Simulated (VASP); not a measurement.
# Ge (Cmcm) in VASP: notebook

The runs below take Ge through equation of state, with r2SCAN.

Everything below comes from runs of VASP 6.6.1. Logs are shortened: lines on timing, memory, paths and dates and some standing lists are left out, and cuts for length are marked.

## (1) Starting point

Symmetry: Cmcm, No. 63, orthorhombic system. Conventional cell: a = 2.976 Å, b = 5.189 Å, c = 4.728 Å, α = 90.00°, β = 90.00°, γ = 90.00°. Around Ge (site symmetry m2m) lie 12 Ge at 2.92 to 2.99 Å.

This isn't the form of Ge at room conditions, which is diamond.

## (2) Equation of state, r2SCAN, 17.16 Å³/atom (volume scaled by 0.94)

Contents of INCAR:

```
SYSTEM = Ge
  ALGO = Normal
  EDIFF = 1E-6
  ENCUT = 520
  ISIF = 2
  ISMEAR = -1
  LASPH = .True.
  LCHARG = .False.
  LMIXTAU = .True.
  LREAL = .False.
  LWAVE = .False.
  METAGGA = R2SCAN
  NELM = 60
  PREC = Accurate
  SIGMA = 0.05
```

Contents of KPOINTS:

```
k-points
0
Gamma
  10 10 6
  0 0 0
```

Contents of POSCAR:

```
Ge
1.0
    1.4576759744     -2.5417218984      0.0000000000
    1.4576759744      2.5417218984      0.0000000000
    0.0000000000      0.0000000000      4.6310871635
Ge
2
Direct
    0.3334466300      0.6665533700      0.2500000000
    0.6665533700      0.3334466300      0.7500000000
```

Potentials or basis: VASP PAW PBE potentials, release 64 (Ge_d).

The run is started by

```console
> cat potpaw_PBE.64/Ge_d/POTCAR > POTCAR
> mpirun -np 1 vasp_std > vasp.out
```

OUTCAR:

```text
SYSTEM = Ge
   EDIFF = 1E-6
   ENCUT = 520
   ISIF = 2
   ISMEAR = -1
   LASPH = .True.
   LREAL = .False.
   METAGGA = R2SCAN
   NELM = 60
   PREC = Accurate

 Found    124 irreducible k-points:

 Following reciprocal coordinates:
            Coordinates               Weight
  0.000000  0.000000  0.000000      1.000000
  0.100000  0.000000  0.000000      4.000000
  0.200000  0.000000  0.000000      4.000000
  0.300000  0.000000  0.000000      4.000000
  0.400000  0.000000  0.000000      4.000000
  0.500000  0.000000  0.000000      2.000000
   k-points           NKPTS =    124   k-points in BZ     NKDIM =    124   number of bands    NBANDS=     18
   number of dos      NEDOS =    301   number of ions     NIONS =      2
   total plane-waves  NPLWV =  20736
   dimension x,y,z NGX =    24 NGY =   24 NGZ =   36
   dimension x,y,z NGXF=    48 NGYF=   48 NGZF=   72
   ions per type =               2
   NGX,Y,Z   is equivalent  to a cutoff of  13.62, 13.62, 12.92 a.u.
   NGXF,Y,Z  is equivalent  to a cutoff of  27.23, 27.23, 25.85 a.u.
 SYSTEM =  Ge
   PREC   = accura    normal or accurate (medium, high low for compatibility)
   ISTART =      0    job   : 0-new  1-cont  2-samecut
   ICHARG =      2    charge: 1-file 2-atom 10-const
   ISPIN  =      1    spin polarized calculation?
   LNONCOLLINEAR =      F non collinear calculations
   LSORBIT =      F    spin-orbit coupling
   LASPH  =      T    aspherical Exc in radial PAW
   ENCUT  =  520.0 eV  38.22 Ry    6.18 a.u.   5.45  5.45  8.61*2*pi/ulx,y,z
   NELM   =     60;   NELMIN=  2; NELMDL= -5     # of ELM steps
   EDIFF  = 0.1E-05   stopping-criterion for ELM
   LREAL  =      F    real-space projection
   EDIFFG = 0.1E-04   stopping-criterion for IOM
   NSW    =      0    number of steps for IOM
   IBRION =     -1    ionic relax: 0-MD 1-quasi-New 2-CG
   NFREE  =      0    steps in history (QN), initial steepest desc. (CG)
   ISIF   =      2    stress and relaxation
   ISYM   =      2    0-nonsym 1-usesym 2-fastsym
   POTIM  = 0.5000    time-step for ionic-motion
   TEBEG  =    0.0;   TEEND  =   0.0 temperature during run
   PSTRESS=    0.0 pullay stress
   NELECT =      28.0000    total number of electrons
   NUPDOWN=      -1.0000    fix difference up-down
   EMIN   =  10.00;   EMAX   =-10.00  energy-range for DOS
   EFERMI =   0.00;   METHOD = LEGACY
   ISMEAR =    -1;   SIGMA  =   0.05  broadening in eV -4-tet -1-fermi 0-gaus
   EFERMI_NEDOS =   21; number of points for ismear=-14 and -15
   IALGO  =     38    algorithm
   IMIX   =      4    mixing-type and parameters
     AMIX     =   0.40;   BMIX     =  1.00
     AMIX_MAG =   1.60;   BMIX_MAG =  1.00
  volume/ion in A,a.u.               =      17.16       115.79
  Fermi-wavevector in a.u.,A,eV,Ry     =   1.529772  2.890851 31.840407  2.340204
  Thomas-Fermi vector in A             =   2.637347
   LORBIT       =      0    0 simple, 1 ext, 2 COOP (PROOUT), +10 PAW based schemes
   METAGGA = R2SCAN    functional components
   LHFCALC =     F    Hartree Fock is set to
   AEXX    =    0.0000 exact exchange contribution
   IVDW    =     0    specifies the selected vdW correction
   LEPSILON=     F    determine dielectric tensor
   LRPA    =     F    only Hartree local field effects (RPA)
 non-spin polarized calculation
  energy-cutoff  :      520.00
  volume of cell :       34.32
 maximum number of plane-waves:       954
 NGX is ok and might be reduce to    24
   NGX = 11   NGY = 11   NGZ = 17

 number of electron      28.0000001 magnetization

 Free energy of the ion-electron system (eV)
  ---------------------------------------------------
  ext. energy  EPLUGINS =         0.00000000
  ---------------------------------------------------
  free energy    TOTEN  =       -26.54692387 eV

  energy without entropy =      -26.53645106  energy(sigma->0) =      -26.54168746

 E-fermi :   7.6119     XC(G=0): -13.0403

 val. band max:        7.6038659216   @ k =   0.3000   0.2000   0.1667
 cond. band min:       7.6171839292   @ k =   0.4000   0.3000   0.0000
 fundamental gap:      0.0133180076
 Fermi energy:         7.6118544992

 k-point     1 :       0.0000    0.0000    0.0000
  band No.  band energies     occupation
      1     -17.7944      2.00000
      2     -17.7754      2.00000
      3     -17.7721      2.00000
      4     -17.7705      2.00000
      5     -17.7628      2.00000
      6     -17.7586      2.00000
      7     -17.7454      2.00000
      8     -17.7447      2.00000
      9     -17.6508      2.00000
     10     -17.6503      2.00000
     11      -6.9990      2.00000
     12      -0.2460      2.00000
     13       1.3923      2.00000
     14      15.0620      0.00000
     15      15.1942      0.00000
     16      17.3902      0.00000
     17      17.5276      0.00000
     18      19.1299      0.00000

 k-point     2 :       0.1000    0.0000    0.0000
  band No.  band energies     occupation
      1     -17.7950      2.00000
      2     -17.7813      2.00000
      3     -17.7632      2.00000
      4     -17.7582      2.00000
      5     -17.7547      2.00000
      6     -17.7505      2.00000
      7     -17.7502      2.00000
      8     -17.7498      2.00000
      9     -17.6581      2.00000
     10     -17.6488      2.00000
     11      -6.7507      2.00000
     12      -0.0171      2.00000
     13       1.6511      2.00000
     14      12.7447      0.00000
     15      14.0449      0.00000
     16      16.4501      0.00000
     17      17.9259      0.00000
     18      18.5973      0.00000

 k-point     3 :       0.2000    0.0000    0.0000
  band No.  band energies     occupation
      1     -17.8131      2.00000
      2     -17.7741      2.00000
      3     -17.7650      2.00000
      4     -17.7613      2.00000
      5     -17.7518      2.00000
      6     -17.7342      2.00000
      7     -17.7260      2.00000
      8     -17.7228      2.00000
      9     -17.6766      2.00000
     10     -17.6448      2.00000
     11      -6.0052      2.00000
     12       0.6658      2.00000
     13       2.4182      2.00000
     14       9.0277      0.00000
     15      12.5293      0.00000
     16      14.2096      0.00000
     17      16.5482      0.00000
     18      17.4522      0.00000

 k-point     4 :       0.3000    0.0000    0.0000
  band No.  band energies     occupation
      1     -17.8350      2.00000
      2     -17.7860      2.00000
      3     -17.7745      2.00000
      4     -17.7741      2.00000
      5     -17.7352      2.00000
      6     -17.6988      2.00000
      7     -17.6964      2.00000
      8     -17.6920      2.00000
      9     -17.6875      2.00000
     10     -17.6410      2.00000
     11      -4.7653      2.00000
     12       1.7497      2.00000
     13       3.6615      2.00000
     14       5.5584      2.00000
     15      11.3204      0.00000
     16      11.3539      0.00000
     17      13.6203      0.00000
     18      15.7466      0.00000

 k-point     5 :       0.4000    0.0000    0.0000
  band No.  band energies     occupation
      1     -17.8518      2.00000
      2     -17.8049      2.00000
      3     -17.7839      2.00000
      4     -17.7794      2.00000
      5     -17.7189      2.00000
      6     -17.7100      2.00000
      7     -17.6704      2.00000
      8     -17.6652      2.00000
      9     -17.6580      2.00000
     10     -17.6386      2.00000
     11      -3.0571      2.00000
     12       1.8268      2.00000
     13       3.9867      2.00000
     14       5.2846      2.00000
     15       8.4723      0.00000
     16      10.5630      0.00000
     17      10.8205      0.00000
     18      14.8856      0.00000

 k-point     6 :       0.5000    0.0000    0.0000
  band No.  band energies     occupation
      1     -17.8581      2.00000
      2     -17.8125      2.00000
      3     -17.7875      2.00000
      4     -17.7817      2.00000
      5     -17.7147      2.00000
      6     -17.7125      2.00000
      7     -17.6596      2.00000
      8     -17.6551      2.00000
      9     -17.6465      2.00000
     10     -17.6378      2.00000
     11      -1.4113      2.00000
     12      -0.0738      2.00000
     13       5.5420      2.00000
     14       6.2510      2.00000
     15       6.5318      2.00000
     16       9.1653      0.00000
     17      10.3059      0.00000
     18      14.6175      0.00000

 [... further k-points ...]

------------------------ aborting loop because EDIFF is reached ----------------------------------------

  FORCE on cell =-STRESS in cart. coord.  units (eV):
  Direction    XX          YY          ZZ          XY          YZ          ZX
  --------------------------------------------------------------------------------------
  -------------------------------------------------------------------------------------
  Total        1.2898877      1.4350378      2.0630166      0.0000000     -0.0000000      0.0000000
  in kB       60.2227403     66.9995591     96.3188598      0.0000000     -0.0000000      0.0000000
  external PRESSURE =      74.5137197 kB  Pullay stress =       0.0000000 kB

 VOLUME and BASIS-vectors are now :
 -----------------------------------------------------------------------------
  energy-cutoff  :      520.00
  volume of cell :       34.32
      direct lattice vectors                 reciprocal lattice vectors
     1.457675974 -2.541721898  0.000000000     0.343011759 -0.196717037  0.000000000
     1.457675974  2.541721898  0.000000000     0.343011759  0.196717037  0.000000000
     0.000000000  0.000000000  4.631087164     0.000000000  0.000000000  0.215932019

 POSITION                                       TOTAL-FORCE (eV/Angst)
 -----------------------------------------------------------------------------------
      1.45768      0.84666      1.15777         0.000000     -0.000634      0.000000
      1.45768     -0.84666      3.47332         0.000000      0.000634     -0.000000
 -----------------------------------------------------------------------------------
    total drift:                                0.000000     -0.000000      0.000000

  FREE ENERGIE OF THE ION-ELECTRON SYSTEM (eV)
  ---------------------------------------------------
  free  energy   TOTEN  =       -26.5469238658 eV

  energy  without entropy=      -26.5364510627  energy(sigma->0) =      -26.54168746
```

Wall time 3.4 min (1 thread of Intel Xeon Platinum 8259CL at 2.50GHz (Skylake/Cascade Lake), shared host); peak memory 0.2 GiB.

Results:

```
Free energy            : -26.5469 eV
Pressure               : 7.5 GPa
Band gap on the k mesh : none (metal or under the smearing width)
```

Caveat: the PAW data sets were made with another functional, which shifts forces and pressure a little.

## (3) Equation of state, r2SCAN, 17.52 Å³/atom (volume scaled by 0.96)

Contents of INCAR:

```
SYSTEM = Ge
PREC = Accurate
ENCUT = 520
EDIFF = 1E-7
ISMEAR = -1
SIGMA = 0.05
LREAL = .FALSE.
LASPH = .TRUE.
NELM = 80
ALGO = Normal
ISIF = 2
LWAVE = .FALSE.
LCHARG = .FALSE.
METAGGA = R2SCAN
LMIXTAU = .TRUE.
```

Contents of KPOINTS:

```
Automatic mesh
0
G
  10 10 6
  0 0 0
```

Contents of POSCAR:

```
Ge
1.0
    1.4679416364     -2.5596219381      0.0000000000
    1.4679416364      2.5596219381      0.0000000000
    0.0000000000      0.0000000000      4.6637015279
Ge
2
Direct
    0.3334466300      0.6665533700      0.2500000000
    0.6665533700      0.3334466300      0.7500000000
```

Potentials or basis: VASP PAW PBE potentials, release 64 (Ge_d).

The run is started by

```console
> cat potpaw_PBE.64/Ge_d/POTCAR > POTCAR
> mpirun -np 1 vasp_std > vasp.out
```

It took 3.8 min on 1 thread of Intel Xeon Platinum 8259CL at 2.50GHz (Skylake/Cascade Lake), shared host; peak memory 0.2 GiB.

Results (log left out):

| Property | Result |
| --- | --- |
| Free energy | -26.5764 eV |
| Pressure | 5.4 GPa |
| Band gap on the k mesh | none (metal or under the smearing width) |

Caveat: the PAW data sets were made with another functional, which shifts forces and pressure a little.

## (4) Equation of state, r2SCAN, 17.89 Å³/atom (volume scaled by 0.98)

Contents of INCAR:

```
SYSTEM = Ge
  ALGO = Normal
  EDIFF = 1E-7
  ENCUT = 520
  ISIF = 2
  ISMEAR = -1
  LASPH = .TRUE.
  LCHARG = .FALSE.
  LMIXTAU = .TRUE.
  LREAL = .FALSE.
  LWAVE = .FALSE.
  METAGGA = R2SCAN
  NELM = 100
  PREC = Accurate
  SIGMA = 0.05
```

Contents of KPOINTS:

```
k-points
0
G
  10 10 6
  0 0 0
```

Contents of POSCAR:

```
Ge
1.0
    1.4780656917     -2.5772750611      0.0000000000
    1.4780656917      2.5772750611      0.0000000000
    0.0000000000      0.0000000000      4.6958660032
Ge
2
Direct
    0.3334466300      0.6665533700      0.2500000000
    0.6665533700      0.3334466300      0.7500000000
```

The run is started by

```console
> cat potpaw_PBE.64/Ge_d/POTCAR > POTCAR
> mpirun -np 1 vasp_std > vasp.out
```

Wall time 3.8 min (1 thread of Intel Xeon Platinum 8259CL at 2.50GHz (Skylake/Cascade Lake), shared host); peak memory 0.2 GiB.

It converged, with:

- Free energy: -26.5970 eV
- Pressure: 3.6 GPa
- Band gap on the k mesh: none (metal or under the smearing width)

Caveat: the PAW data sets were made with another functional, which shifts forces and pressure a little.

## (5) Equation of state, r2SCAN, 18.62 Å³/atom (volume scaled by 1.02)

Contents of INCAR:

```
PREC = Accurate ; ENCUT = 520
EDIFF = 1E-6 ; ISMEAR = -1
SIGMA = 0.05 ; LREAL = F
LASPH = T ; NELM = 60
ALGO = Normal ; ISIF = 2
LWAVE = F ; LCHARG = F
METAGGA = R2SCAN ; LMIXTAU = T
```

Contents of KPOINTS:

```
Automatic mesh
0
Gamma
  10 10 6
```

Contents of POSCAR:

```
Ge
1.0
    1.4979078673     -2.6118734857      0.0000000000
    1.4979078673      2.6118734857      0.0000000000
    0.0000000000      0.0000000000      4.7589052838
Ge
2
Direct
    0.3334466300      0.6665533700      0.2500000000
    0.6665533700      0.3334466300      0.7500000000
```

The run is started by

```console
> cat potpaw_PBE.64/Ge_d/POTCAR > POTCAR
> mpirun -np 1 vasp_std > vasp.out
```

Run time: 3.5 min. Hardware: 1 thread of Intel Xeon Platinum 8259CL at 2.50GHz (Skylake/Cascade Lake), shared host; peak memory 0.21 GiB.

Results (log left out):

```yaml
Free_energy: -26.6154 eV
Pressure: 0.4 GPa
Band_gap_on_the_k_mesh: none (metal or under the smearing width)
```

Caveat: the PAW data sets were made with another functional, which shifts forces and pressure a little.

## (6) Equation of state, r2SCAN, 18.98 Å³/atom (volume scaled by 1.04)

Contents of INCAR:

```
PREC = Accurate ; ENCUT = 520
EDIFF = 1E-7 ; ISMEAR = -1
SIGMA = 0.05 ; LREAL = F
LASPH = T ; NELM = 100
ALGO = Normal ; ISIF = 2
LWAVE = F ; LCHARG = F
METAGGA = R2SCAN ; LMIXTAU = T
```

KPOINTS is that of step 5.

Contents of POSCAR:

```
Ge
1.0
    1.5076348143     -2.6288341784      0.0000000000
    1.5076348143      2.6288341784      0.0000000000
    0.0000000000      0.0000000000      4.7898081321
Ge
2
Direct
    0.3334466300      0.6665533700      0.2500000000
    0.6665533700      0.3334466300      0.7500000000
```

Potentials or basis: VASP PAW PBE potentials, release 64 (Ge_d).

The run is started by

```console
> cat potpaw_PBE.64/Ge_d/POTCAR > POTCAR
> mpirun -np 1 vasp_std > vasp.out
```

It took 3.9 min on 1 thread of Intel Xeon Platinum 8259CL at 2.50GHz (Skylake/Cascade Lake), shared host; peak memory 0.21 GiB.

It converged, with:

| Property | Result |
| --- | --- |
| Free energy | -26.6147 eV |
| Pressure | -0.9 GPa |
| Band gap on the k mesh | none (metal or under the smearing width) |

Caveat: the PAW data sets were made with another functional, which shifts forces and pressure a little.

## (7) Equation of state, r2SCAN, 19.35 Å³/atom (volume scaled by 1.06)

Contents of INCAR:

```
PREC = Accurate ; ENCUT = 520
EDIFF = 1E-6 ; ISMEAR = -1
SIGMA = 0.05 ; LREAL = False
LASPH = True ; NELM = 60
ALGO = Normal ; ISIF = 2
LWAVE = False ; LCHARG = False
METAGGA = R2SCAN ; LMIXTAU = True
```

KPOINTS is that of step 6.

Contents of POSCAR:

```
Ge
1.0
    1.5172378428     -2.6455787966      0.0000000000
    1.5172378428      2.6455787966      0.0000000000
    0.0000000000      0.0000000000      4.8203172867
Ge
2
Direct
    0.3334466300      0.6665533700      0.2500000000
    0.6665533700      0.3334466300      0.7500000000
```

The run is started by

```console
> cat potpaw_PBE.64/Ge_d/POTCAR > POTCAR
> mpirun -np 1 vasp_std > vasp.out
```

Wall time 3.5 min (1 thread of Intel Xeon Platinum 8259CL at 2.50GHz (Skylake/Cascade Lake), shared host); peak memory 0.21 GiB.

Results (log left out):

* Free energy: -26.6080 eV
* Pressure: -2.1 GPa
* Largest force: 0.003 eV/Å
* Band gap on the k mesh: none (metal or under the smearing width)

Caveat: the PAW data sets were made with another functional, which shifts forces and pressure a little.

## (8) Equation of state, r2SCAN

This step only gathers the single runs of the series.

What came out:

```
Equilibrium volume                        : 18.75 Å³/atom
Bulk modulus at fixed shape and positions : 70 GPa
Pressure derivative of the bulk modulus   : 4.2
```

Energy against volume, from the lowest point:
```tsv
volume (Å³/atom)	energy (meV/atom)
17.158	34.26
17.523	19.52
17.888	9.20
18.253	2.82
18.618	0.00
18.984	0.39
19.349	3.71
```

Caveat: the cell was scaled at fixed shape and fractional positions, which overstates the stiffness of a crystal with free parameters, most of all of layers and chains; the PAW data sets were made with another functional, which shifts forces and pressure a little.

## (9) The reference run

An earlier run on the cell as given: functional PBEsol; potentials or basis VASP PAW PBE potentials, release 64 (Ge_d); cutoff 520 eV; k mesh 10 × 10 × 6; occupations fermi-dirac, width 0.05 eV; no spin polarisation.

* Pressure: 0.5 GPa
* Band gap on the k mesh: none (metal or under the smearing width)
